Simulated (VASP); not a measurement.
The system is NbC.

```xyz
2
Lattice="0.0000 2.2540 2.2540 2.2540 0.0000 2.2540 2.2540 2.2540 0.0000" Properties=species:S:1:pos:R:3 pbc="T T T"
Nb    0.0000    0.0000    0.0000
C     2.2540    2.2540    2.2540
```

The cell is a database's computed one.

| Quantity | Value |
| --- | --- |
| Program | VASP 6.6.1 |
| Task | relaxation of cell and atoms |
| Functional | r2SCAN |
| Potentials or basis | VASP PAW PBE potentials, release 64 (Nb_sv, C) |
| Cutoff | 600 eV |
| k mesh | 16 × 16 × 16 |
| Occupations | gaussian, width 0.1 eV |
| Spin | no spin polarisation |

At the start: pressure -5.5 GPa; volume 11.45 Å³/atom.

Question: How do energy, volume and symmetry change on relaxing?

Answer: Over 3 steps the energy falls by 3.7 meV/atom and the volume is 11.24 Å³/atom (-1.8 %); space group Fm-3m (No. 225, to 0.05 Å).

The path:
| step | energy change (eV) | largest force (eV/Å) | pressure (GPa) | volume (Å³) |
| --- | --- | --- | --- | --- |
| 1 | 0.0000 | 0.0000 | -5.52 | 22.90 |
| 2 | 0.0270 | 0.0000 | 13.22 | 21.62 |
| 3 | -0.0074 | 0.0000 | -0.07 | 22.49 |

Final structure:
```xyz
2
Lattice="0.0000 2.2404 2.2404 2.2404 0.0000 2.2404 2.2404 2.2404 0.0000" Properties=species:S:1:pos:R:3 pbc="T T T"
Nb    0.0000    0.0000    0.0000
C     2.2404    2.2404    2.2404
```

Caveat: the PAW data sets were made with another functional, which shifts forces and pressure a little.
